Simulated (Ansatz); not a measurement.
LiCl:

```
Cl Li
1.0
     0.00000    2.56477    2.56477
     2.56477    0.00000    2.56477
     2.56477    2.56477    0.00000
Cl Li
1 1
Direct
  0.50000 0.50000 0.50000
  0.00000 0.00000 0.00000
```

```yaml
Program: Ansatz 0.2.0
Task: relaxation of cell and atoms
Functional: BLYP
Dispersion: D3(BJ)
Potentials_or_basis: Ansatz PAW
Cutoff: "420 eV (not typed: the program's choice for these potentials)"
k_mesh: 9 × 9 × 9
Occupations: fermi-dirac, width 0.05 eV
Spin: no spin polarisation
```

At the start: volume 16.87 Å³/atom.

How do energy, volume and symmetry change on relaxing?

It ends after 5 steps and the volume is 15.52 Å³/atom (-8.0 %); space group Fm-3m (No. 225, to 0.05 Å).

Step by step:
```csv
step,energy change (eV),largest force (eV/Å),volume (Å³)
1,0.0000,0.0000,33.74
2,-0.0238,0.0000,31.79
3,-0.0261,0.0000,30.92
4,-0.0261,0.0000,31.04
5,-0.0260,0.0000,31.04
```

Final structure:
```xyz
2
Lattice="0.0000 2.4944 2.4944 2.4944 0.0000 2.4944 2.4944 2.4944 0.0000" Properties=species:S:1:pos:R:3 pbc="T T T"
Cl    2.4944    2.4944    2.4944
Li    0.0000    0.0000    0.0000
```

Caveat: the plane-wave basis is chosen anew once the cell has moved, so the energies of steps on either side of that aren't comparable; the PAW data sets come from PBE, with cores solved anew for the run's functional, which leaves a small shift of forces and pressure.
